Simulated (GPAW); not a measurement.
Write an ASE script for GPAW 26.7.0 that does the following.

* Task: single point
* Functional: PBE
* Potentials or basis: GPAW PAW data sets (gpaw-data 1.2.1)
* Cutoff: 600 eV
* Basis: pw
* k mesh: 9 × 9 × 9
* Occupations: gaussian, width 0.017 eV
* Spin: no spin polarisation
* Maxiter: 150

The structure of ZnS lies in ZnS.xyz:

```xyz
2
Lattice="0.0000000000 2.7020000000 2.7020000000 2.7020000000 0.0000000000 2.7020000000 2.7020000000 2.7020000000 0.0000000000" Properties=species:S:1:pos:R:3 pbc="T T T"
Zn     4.0530000000      4.0530000000      4.0530000000
S      0.0000000000      0.0000000000      0.0000000000
```

The input as run:

run.py

```python
from ase.dft.bandgap import bandgap
from ase.io import read, write
from ase.units import GPa
from gpaw import GPAW, PW

atoms = read('ZnS.xyz')

calc = GPAW(mode=PW(600),
            xc='PBE',
            kpts={'size': (9, 9, 9), 'gamma': True},
            occupations={'name': 'methfessel-paxton', 'order': 0, 'width': 0.017},
            nbands=18,
            convergence={'density': 1e-05, 'energy': 1e-05},
            maxiter=150,
            txt='gpaw.txt')
atoms.calc = calc
energy = atoms.get_potential_energy()
forces = atoms.get_forces()
stress = atoms.get_stress()
calc.write('gs.gpw')
write('result.traj', atoms)
print(f'Energy: {energy:.6f} eV')
print('Forces (eV/A):')
print(forces.round(4))
print('Stress (GPa):', (stress / GPa).round(3))
print('Fermi level:', round(calc.get_fermi_level(), 4), 'eV')
print(f'Gap: {bandgap(calc)[0]:.4f} eV, direct: {bandgap(calc, direct=True)[0]:.4f} eV')
```

Potentials or basis: GPAW PAW data sets (gpaw-data 1.2.1), pw.

Command:

```console
$ OMP_NUM_THREADS=1 python run.py
```

It gave:

```json
{
 "Pressure": "1.6 GPa",
 "Band gap on the k mesh": "2.10 eV, direct"
}
```

It took 17 s on 1 thread of Arm Neoverse V2 (shared host), peak memory 0.16 GiB.
